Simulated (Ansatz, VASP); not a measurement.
**CuAu: VASP beside Ansatz**

The input INCAR:

```
PREC = Accurate ; ENCUT = 520
EDIFF = 1E-7 ; ISMEAR = -1
SIGMA = 0.05 ; LREAL = False
LASPH = True ; NELM = 60
ALGO = Normal ; ISIF = 2
LWAVE = False ; LCHARG = False
GGA = PS ; NBANDS = 18
```

File KPOINTS:

```
regular mesh
0
Gamma
  9 9 7
```

POSCAR

```
CuAu
1.0
    2.8293642325      0.0000000000      0.0000000000
    0.0000000000      2.8293642325      0.0000000000
    0.0000000000      0.0000000000      3.7094046847
Au Cu
1 1
Direct
    0.0000000000      0.0000000000      0.0000000000
    0.5000000000      0.5000000000      0.5000000000
```

File input.yaml:

```yaml
crystal:
  lattice:
    - [2.8293642325, 0.0, 0.0]
    - [0.0, 2.8293642325, 0.0]
    - [0.0, 0.0, 3.7094046847]
  atoms:
    - { symbol: Au, position: [0.0, 0.0, 0.0] }
    - { symbol: Cu, position: [0.5, 0.5, 0.5] }
hamiltonian:
  xc: pbesol
  pseudopotentials: { kind: paw }
kpoints:
  mp_grid: { grid: [9, 9, 7] }
scf:
  occupations: { method: fermi_dirac, width: 0.05 }
output:
  forces: true
  stress: true
  eigenvalues: true
```

Change from the starting cell: volume scaled by 1.02.

Alike in both runs: task single point; functional PBEsol; k mesh 9 × 9 × 7; occupations fermi-dirac, width 0.05 eV; no spin polarisation.

|  | VASP | Ansatz |
| --- | --- | --- |
| version | VASP 6.6.1 | Ansatz 0.2.0 |
| potentials or method | VASP PAW PBE potentials, release 64 (Au, Cu) | Ansatz PAW |
| plane-wave cutoff (eV) | 520 | 420 |
| valence electrons in the cell | 22 | 38 |

VASP gave:

- gap on the k mesh at the Fermi level (eV): none
- pressure (GPa): -6.7
- largest component of the traceless stress (GPa): 0.01

Task: Estimate Ansatz's values.

Result: gap on the k mesh at the Fermi level (eV): none; pressure (GPa): -6.8; largest component of the traceless stress (GPa): 0.07.

A gap of «none» marks a metal or a gap that the smearing closes. The two sets of potentials don't hold the same shells in valence.

Caveats: the PAW data sets were made with another functional, which shifts forces and pressure a little (VASP); the PAW data sets come from PBE, with cores solved anew for the run's functional, which leaves a small shift of forces and pressure (Ansatz). Spin-orbit coupling is left out, which matters for the levels of Au.
